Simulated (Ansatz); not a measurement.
**GaSb: a line through an energy map**

One line of a two-coordinate grid on GaSb (Immm, No. 71; 2 atoms in the cell): strain +e along z and -e/2 along x and y is varied, at strain +e along x and -e along y = 4 %.

Computed with Ansatz 0.2.0 (DFT LDA, scalar-relativistic, plane waves, PAW, unless a step's input says otherwise).

1 further run of the same task is left out (set aside as unsound or not needed).

### Step 1. The structure to begin with

The structure is orthorhombic, space group Immm (No. 71). The conventional cell has a = 3.152 Å, b = 5.011 Å, c = 5.608 Å, α = 90.00°, β = 90.00°, γ = 90.00°. Ga (site symmetry mmm) has 6 Sb at 2.80 to 2.96 Å and 2 Ga at 3.15 Å as nearest neighbours. Around Sb (site symmetry mmm) lie 6 Ga at 2.80 to 2.96 Å and 2 Sb at 3.15 Å.

Coordinates:

```
Ga Sb
1.0
    -1.57592    2.50554    2.80413
     1.57592   -2.50554    2.80413
     1.57592    2.50554   -2.80413
Ga Sb
1 1
Direct
  0.00000 0.00000 0.00000
  0.50000 0.50000 0.00000
```

It goes back to an entry of the Materials Project, which need not be the stable form.

This cell was relaxed beforehand with the same method: volume 22.14 Å³/atom, gap on the mesh none (metal).

### Step 2. What is varied

The energy is mapped over two homogeneous strains (x along [1 0 0], y along [0 1 0], z along [0 0 1] of the conventional cell).

- strain +e along x and -e along y: 5 values from −4 to 4 %
- strain +e along z and -e/2 along x and y: 5 values from −15.0 to 15.0 %

Nothing else is relaxed (symmetry fixes all fractional coordinates). Energies count from the relaxed crystal. Points are written as (first, second).

### Step 3. The run at (4 %, −15.0 %)

The input, input.yaml:

```yaml
crystal:
  lattice:
    - [-1.7571470994, 2.5932349, 2.3835103098]
    - [1.7571470994, -2.5932349, 2.3835103098]
    - [1.7571470994, 2.5932349, -2.3835103098]
  atoms:
    - { symbol: Ga, position: [0.0, 0.0, 0.0] }
    - { symbol: Sb, position: [0.5, 0.5, 0.0] }
basis:
  ecutwfc: 420
kpoints:
  mp_grid: { grid: [16, 16, 16] }
hamiltonian:
  xc: lda
  pseudopotentials: { kind: paw, azcp: { folder: soft_1 } }
scf:
  occupations: { method: gaussian, width: 0.15 }
output:
  forces: true
  stress: true
  eigenvalues: true
```

Launch:

```
$ ansatz run input.yaml --threads 2 --pin off --max-ram 4096MiB --backend cpu --events-out ev --progress --plain --runs-dir out
```

Log, cut to the lines that bear on the results:

```text
Warning: <dir> the record states the generating functional pbe (its physics header spells it `PBE`), which answers neither for hamiltonian.xc's functional nor for the lda family's — results may be inconsistent (PPs are generated against a specific XC)
[...]
Warning: RAYON_NUM_THREADS=2 ignored (pool sized by the plan → 2); use --threads N
[...]
Pseudopotentials: kind: paw
Pseudopotential: Ga, paw, valence charge 13, recommended cutoff 420 eV (normal), <dir>
Pseudopotential: Sb, paw, valence charge 15, recommended cutoff 420 eV (normal), <dir>
Functional definition: SPW92
[...]
Crystal: 2 atoms, lattice volume = 43.444 Å³
Basis set: ecut = 420 eV, 847 PW (Γ)
Bands: 18, of which v1, the nominal top of the filled ones, is band 14 counted from 1 (13 counted from 0)
Symmetry: 8 space group operations
Space group: Immm (ITA 71), of the structure as read, at distance tolerance 3.5e-5 Å
k-points: 621 of 4096
[...]
SCF iter   1: F=—  HF=-10041.930013 eV  |F-HF|=—  |Δ(HF+E_count)|=         —  Δρ=2.61e-2  dr2=2.36e-1  ethr=3.10e-3  ⟨swp⟩=5.8  Hψ=56570  notcnv=0
[...]
SCF iter   8: F=-10041.853898 eV  HF=-10041.853898 eV  |F-HF|=2.29e-8  |Δ(HF+E_count)|=   6.24e-8  Δρ=8.40e-6  dr2=4.38e-8  ethr=3.57e-10  ⟨swp⟩=4.7  Hψ=50747  notcnv=0
the search or the solves at the SCF's close seem to have found levels that the self-consistency loop had missed (the run counts 1). By its estimate they hold under 1e-12 electrons; where the run keeps them, the occupations were computed again with them
[...]
SCF converged after 8 iterations
Free energy (F): -10041.853898 eV
[...]
E sigma→0 (E₀):  -10041.849072 eV
Entropy (-TS):   -0.009652 eV (-4.826 meV/atom)
Fermi energy:    11.300702 eV
[...]
--- Forces (eV/Å), atoms counted from 1 ---
  atom   1  Ga     0.00000000    -0.00000000    -0.00000000
  atom   2  Sb     0.00000000     0.00000000     0.00000000
[...]
--- Stress (GPa, compression-positive) ---
       -4.748431       0.000000      -0.000000
        0.000000      -6.448123      -0.000000
       -0.000000      -0.000000      45.752068
  P = ⅓ Tr σ = 11.5185 GPa (115.185 kbar)
--- Band table (eV; the first three rows and the last of 621) ---
  k-point 0: bands = ["-17.8031", "-17.6842", "-17.6780", "-17.6112", "-17.6050", "-4.2972", "-4.1094", "-4.0816", "-4.0309", "-4.0219", "-1.4963", "8.6481", "10.7943", "11.2430", "14.2572", "15.7014", "16.1130", "16.8273"]
[...]
```

It took 29 s on 2 threads of Arm Neoverse N1, shared host; peak memory 0.62 GiB.

On the map this point reads 483 meV/atom.

### Step 4. The run at (4 %, −7.5 %)

input.yaml: that of step 3 with these lines changed.

```diff
@@ -2,5 +2,5 @@
   lattice:
-    - [-1.7571470994, 2.5932349, 2.3835103098]
-    - [1.7571470994, -2.5932349, 2.3835103098]
-    - [1.7571470994, 2.5932349, -2.3835103098]
+    - [-1.6980502239, 2.4992771138, 2.593820043]
+    - [1.6980502239, -2.4992771138, 2.593820043]
+    - [1.6980502239, 2.4992771138, -2.593820043]
   atoms:
```

Launch:

```
$ ansatz run input.yaml --threads 2 --pin off --max-ram 4096MiB --backend cpu --events-out ev --progress --plain --runs-dir out
```

Log, cut to the lines that bear on the results:

```text
Warning: <dir> the record states the generating functional pbe (its physics header spells it `PBE`), which answers neither for hamiltonian.xc's functional nor for the lda family's — results may be inconsistent (PPs are generated against a specific XC)
[...]
Warning: RAYON_NUM_THREADS=2 ignored (pool sized by the plan → 2); use --threads N
[...]
[... 4 set-up lines as earlier in the session ...]
[...]
Crystal: 2 atoms, lattice volume = 44.032 Å³
Basis set: ecut = 420 eV, 869 PW (Γ)
Bands: 18, of which v1, the nominal top of the filled ones, is band 14 counted from 1 (13 counted from 0)
[... 2 set-up lines as earlier in the session ...]
k-points: 621 of 4096
[...]
the search or the solves at the SCF's close seem to have found levels that the self-consistency loop had missed (the run counts 1). By its estimate they hold under 1e-12 electrons; where the run keeps them, the occupations were computed again with them
[...]
SCF converged after 8 iterations
Free energy (F): -10042.624882 eV
[...]
E sigma→0 (E₀):  -10042.620582 eV
Entropy (-TS):   -0.008600 eV (-4.300 meV/atom)
Fermi energy:    11.118215 eV
[...]
--- Forces (eV/Å), atoms counted from 1 ---
  atom   1  Ga     0.00000000    -0.00000000     0.00000000
  atom   2  Sb    -0.00000000    -0.00000000     0.00000000
[...]
--- Stress (GPa, compression-positive) ---
       -4.189517      -0.000000       0.000000
       -0.000000      -3.473034      -0.000000
        0.000000      -0.000000      15.600111
  P = ⅓ Tr σ = 2.6459 GPa (26.459 kbar)
--- Band table (eV; the first three rows and the last of 621) ---
  k-point 0: bands = ["-17.8391", "-17.7813", "-17.7658", "-17.7599", "-17.7590", "-4.0719", "-3.9994", "-3.9875", "-3.9737", "-3.9704", "-1.5183", "9.2370", "9.8072", "10.0380", "14.7434", "15.1760", "17.0526", "17.5461"]
[...]
```

Run time: 30 s. Hardware: 2 threads of Arm Neoverse N1, shared host; peak memory 0.64 GiB.

Energy on the map's scale: 98 meV/atom.

### Step 5. Grid point (4 %, 0.0 %)

input.yaml: that of step 4 with these lines changed.

```diff
@@ -2,5 +2,5 @@
   lattice:
-    - [-1.6980502239, 2.4992771138, 2.593820043]
-    - [1.6980502239, -2.4992771138, 2.593820043]
-    - [1.6980502239, 2.4992771138, -2.593820043]
+    - [-1.6389533483, 2.4053193276, 2.8041297762]
+    - [1.6389533483, -2.4053193276, 2.8041297762]
+    - [1.6389533483, 2.4053193276, -2.8041297762]
   atoms:
```

Launch:

```
$ ansatz run input.yaml --threads 2 --pin off --max-ram 4096MiB --backend cpu --events-out ev --progress --plain --runs-dir out
```

Log, cut to the lines that bear on the results:

```text
Warning: <dir> the record states the generating functional pbe (its physics header spells it `PBE`), which answers neither for hamiltonian.xc's functional nor for the lda family's — results may be inconsistent (PPs are generated against a specific XC)
[...]
Warning: RAYON_NUM_THREADS=2 ignored (pool sized by the plan → 2); use --threads N
[...]
[... 4 set-up lines as earlier in the session ...]
[...]
Crystal: 2 atoms, lattice volume = 44.218 Å³
Basis set: ecut = 420 eV, 869 PW (Γ)
Bands: 18, of which v1, the nominal top of the filled ones, is band 14 counted from 1 (13 counted from 0)
[... 2 set-up lines as earlier in the session ...]
k-points: 621 of 4096
[...]
the search or the solves at the SCF's close seem to have found levels that the self-consistency loop had missed (the run counts 1). By its estimate they hold under 1e-12 electrons; where the run keeps them, the occupations were computed again with them
[...]
SCF converged after 8 iterations
Free energy (F): -10042.809674 eV
[...]
E sigma→0 (E₀):  -10042.804751 eV
Entropy (-TS):   -0.009846 eV (-4.923 meV/atom)
Fermi energy:    11.033859 eV
[...]
--- Forces (eV/Å), atoms counted from 1 ---
  atom   1  Ga     0.00000000     0.00000000     0.00000000
  atom   2  Sb     0.00000000     0.00000000     0.00000000
[...]
--- Stress (GPa, compression-positive) ---
       -0.227369       0.000000       0.000000
        0.000000       1.126460      -0.000000
        0.000000      -0.000000      -0.098596
  P = ⅓ Tr σ = 0.2668 GPa (2.668 kbar)
--- Band table (eV; the first three rows and the last of 621) ---
  k-point 0: bands = ["-17.8953", "-17.8338", "-17.8113", "-17.8004", "-17.7976", "-4.0121", "-3.9500", "-3.9480", "-3.9469", "-3.9124", "-1.5434", "9.0955", "9.2732", "9.9742", "14.8160", "15.0272", "17.5363", "18.1479"]
[...]
```

Run time: 30 s. Hardware: 2 threads of Arm Neoverse N1, shared host; peak memory 0.64 GiB.

Energy on the map's scale: 6 meV/atom.

### Step 6. Point (4 %, 7.5 %)

input.yaml: that of step 5 with these lines changed.

```diff
@@ -2,5 +2,5 @@
   lattice:
-    - [-1.6389533483, 2.4053193276, 2.8041297762]
-    - [1.6389533483, -2.4053193276, 2.8041297762]
-    - [1.6389533483, 2.4053193276, -2.8041297762]
+    - [-1.5798564728, 2.3113615413, 3.0144395094]
+    - [1.5798564728, -2.3113615413, 3.0144395094]
+    - [1.5798564728, 2.3113615413, -3.0144395094]
   atoms:
```

Launch:

```
$ ansatz run input.yaml --threads 2 --pin off --max-ram 4096MiB --backend cpu --events-out ev --progress --plain --runs-dir out
```

Log, cut to the lines that bear on the results:

```text
Warning: <dir> the record states the generating functional pbe (its physics header spells it `PBE`), which answers neither for hamiltonian.xc's functional nor for the lda family's — results may be inconsistent (PPs are generated against a specific XC)
[...]
Warning: RAYON_NUM_THREADS=2 ignored (pool sized by the plan → 2); use --threads N
[...]
[... 4 set-up lines as earlier in the session ...]
[...]
Crystal: 2 atoms, lattice volume = 44.030 Å³
Basis set: ecut = 420 eV, 861 PW (Γ)
Bands: 18, of which v1, the nominal top of the filled ones, is band 14 counted from 1 (13 counted from 0)
[... 2 set-up lines as earlier in the session ...]
k-points: 621 of 4096
[...]
SCF iter   1: F=—  HF=-10042.722046 eV  |F-HF|=—  |Δ(HF+E_count)|=         —  Δρ=2.24e-2  dr2=2.20e-1  ethr=3.10e-3  ⟨swp⟩=5.8  Hψ=56050  notcnv=0
[...]
SCF iter   8: F=-10042.648962 eV  HF=-10042.648962 eV  |F-HF|=3.47e-8  |Δ(HF+E_count)|=   5.72e-7  Δρ=7.96e-6  dr2=4.45e-8  ethr=3.57e-10  ⟨swp⟩=4.6  Hψ=52211  notcnv=0
[...]
SCF converged after 8 iterations
Free energy (F): -10042.648962 eV
[...]
E sigma→0 (E₀):  -10042.644604 eV
Entropy (-TS):   -0.008716 eV (-4.358 meV/atom)
Fermi energy:    11.128359 eV
[...]
--- Forces (eV/Å), atoms counted from 1 ---
  atom   1  Ga     0.00000000     0.00000000    -0.00000000
  atom   2  Sb     0.00000000    -0.00000000     0.00000000
[...]
--- Stress (GPa, compression-positive) ---
        6.054122       0.000000       0.000000
        0.000000       8.469169      -0.000000
        0.000000      -0.000000      -7.375905
  P = ⅓ Tr σ = 2.3825 GPa (23.825 kbar)
--- Band table (eV; the first three rows and the last of 621) ---
  k-point 0: bands = ["-17.8982", "-17.8191", "-17.7536", "-17.7496", "-17.7476", "-4.0023", "-3.9324", "-3.9222", "-3.9126", "-3.8649", "-1.5947", "8.3784", "9.0972", "10.7581", "14.9433", "15.1871", "15.2320", "18.9486"]
[...]
```

Wall time 25 s (2 threads of Arm Neoverse N1, shared host); peak memory 0.63 GiB.

On the map this point reads 86 meV/atom.

### Step 7. Grid point (4 %, 15.0 %)

input.yaml: that of step 6 with these lines changed.

```diff
@@ -2,5 +2,5 @@
   lattice:
-    - [-1.5798564728, 2.3113615413, 3.0144395094]
-    - [1.5798564728, -2.3113615413, 3.0144395094]
-    - [1.5798564728, 2.3113615413, -3.0144395094]
+    - [-1.5207595973, 2.2174037551, 3.2247492426]
+    - [1.5207595973, -2.2174037551, 3.2247492426]
+    - [1.5207595973, 2.2174037551, -3.2247492426]
   atoms:
```

Launch:

```
$ ansatz run input.yaml --threads 2 --pin off --max-ram 4096MiB --backend cpu --events-out ev --progress --plain --runs-dir out
```

Log, cut to the lines that bear on the results:

```text
Warning: <dir> the record states the generating functional pbe (its physics header spells it `PBE`), which answers neither for hamiltonian.xc's functional nor for the lda family's — results may be inconsistent (PPs are generated against a specific XC)
[...]
Warning: RAYON_NUM_THREADS=2 ignored (pool sized by the plan → 2); use --threads N
[...]
[... 4 set-up lines as earlier in the session ...]
[...]
Crystal: 2 atoms, lattice volume = 43.497 Å³
Basis set: ecut = 420 eV, 829 PW (Γ)
Bands: 18, of which v1, the nominal top of the filled ones, is band 14 counted from 1 (13 counted from 0)
[... 2 set-up lines as earlier in the session ...]
k-points: 621 of 4096
[...]
SCF iter   1: F=—  HF=-10042.291049 eV  |F-HF|=—  |Δ(HF+E_count)|=         —  Δρ=2.21e-2  dr2=2.23e-1  ethr=3.10e-3  ⟨swp⟩=5.9  Hψ=55935  notcnv=0
[...]
SCF iter   8: F=-10042.216728 eV  HF=-10042.216728 eV  |F-HF|=1.96e-8  |Δ(HF+E_count)|=   4.34e-7  Δρ=7.90e-6  dr2=4.10e-8  ethr=3.57e-10  ⟨swp⟩=4.8  Hψ=52915  notcnv=0
[...]
SCF converged after 8 iterations
Free energy (F): -10042.216728 eV
[...]
E sigma→0 (E₀):  -10042.211514 eV
Entropy (-TS):   -0.010429 eV (-5.215 meV/atom)
Fermi energy:    11.384261 eV
[...]
--- Forces (eV/Å), atoms counted from 1 ---
  atom   1  Ga     0.00000000     0.00000000     0.00000000
  atom   2  Sb     0.00000000     0.00000000     0.00000000
[...]
--- Stress (GPa, compression-positive) ---
       17.099067       0.000000       0.000000
        0.000000      18.701780       0.000000
        0.000000       0.000000      -9.528444
  P = ⅓ Tr σ = 8.7575 GPa (87.575 kbar)
--- Band table (eV; the first three rows and the last of 621) ---
  k-point 0: bands = ["-17.8077", "-17.6946", "-17.6052", "-17.5968", "-17.5884", "-3.9706", "-3.9234", "-3.8535", "-3.8476", "-3.7820", "-1.6748", "7.8678", "9.2321", "11.3616", "13.7252", "15.2834", "15.6083", "17.2717"]
[...]
```

Run time: 25 s. Hardware: 2 threads of Arm Neoverse N1, shared host; peak memory 0.63 GiB.

Energy on the map's scale: 302 meV/atom.

### Step 8. Results

| strain +e along z and -e/2 along x and y (%) | step | energy (meV/atom) | slope (meV/atom per %) | pressure (GPa) |
| --- | --- | --- | --- | --- |
| −15.0 | 3 | 483 | −80 | 11.5 |
| −7.5 | 4 | 98 | −28 | 2.6 |
| 0.0 | 5 | 6 | 1 | 0.3 |
| 7.5 | 6 | 86 | 20 | 2.4 |
| 15.0 | 7 | 302 | 38 | 8.8 |

Energies count from the relaxed crystal. Slopes come from the forces (and the stress, where the cell changes), not from differences of energies.

In words: Along the line the energy is lowest at 0.0 %, 6 meV/atom from the zero. Energies and slopes round the minimum, fitted together, put the minimum at −0.26 %, with a curvature of about 3 meV/atom per %². Divided by the reference volume, that is a stiffness of about 220 GPa for this pattern of strain. The well is lopsided: two grid steps out, the energy rises by 478 meV/atom towards smaller values and 296 meV/atom towards larger ones. The highest point computed, at −15.0 %, lies 478 meV/atom above the lowest. This is one cut through a surface in two coordinates; the map's lowest point lies off it. The runs treat Sb without spin-orbit coupling.
